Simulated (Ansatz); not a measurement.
# MgS (F-43m): zone-centre phonons and dielectric response

Perturbation theory with PBEsol in the PAW code Ansatz on the PBEsol cell, ground state and force constants on a 6×6×6 mesh. Calculated for a static, non-magnetic cell.

It is cubic, F-43m (No. 216); a = 5.651 Å in the conventional setting, 22.56 Å³ an atom. Mg is surrounded by 4 S at 2.45 Å; S is surrounded by 4 Mg at 2.45 Å.

```cif
data_structure
_symmetry_space_group_name_H-M 'F-43m'
_symmetry_Int_Tables_number 216
_cell_length_a 5.6513
_cell_length_b 5.6513
_cell_length_c 5.6513
_cell_angle_alpha 90.000
_cell_angle_beta 90.000
_cell_angle_gamma 90.000
_cell_volume 180.49
loop_
_atom_site_label
_atom_site_type_symbol
_atom_site_symmetry_multiplicity
_atom_site_Wyckoff_symbol
_atom_site_fract_x
_atom_site_fract_y
_atom_site_fract_z
_atom_site_occupancy
Mg1 Mg 4 a 0.00000 0.00000 0.00000 1
S1 S 4 c 0.25000 0.25000 0.25000 1
```

Optical modes without the longitudinal term:

| ω (cm⁻¹) | degeneracy | IR intensity, summed over the level ((D/Å)²/amu) |
| --- | --- | --- |
| 332 | 3 | 17.84 |

The optical mode at Γ lies at 332 cm⁻¹ without the longitudinal term. With the long-range field the highest mode reaches 422 cm⁻¹. By the program's warning the force constants, and with them frequencies and ε⁰, aren't converged on this mesh.

The clamped-ion dielectric constant comes out as 4.14 in all directions. With the ions relaxed, ε⁰ is 6.7 in all directions. Born charges, averaged over directions: Mg +1.89, S -1.89 e.

With one polar mode in a cubic crystal the Lyddane-Sachs-Teller relation applies: (ω_LO/ω_TO)² = (422.3/332.5)² = 1.614, and ε⁰/ε∞ = 6.687/4.144 = 1.614. The refractive index √ε∞ is 2.04.

For comparison, on the r2SCAN cell the mean ε∞ is 3.76 with r2SCAN (ground state on 6×6×6; least gap 4.14 eV), 4.04 with PBE (ground state on 6×6×6; least gap 3.47 eV).
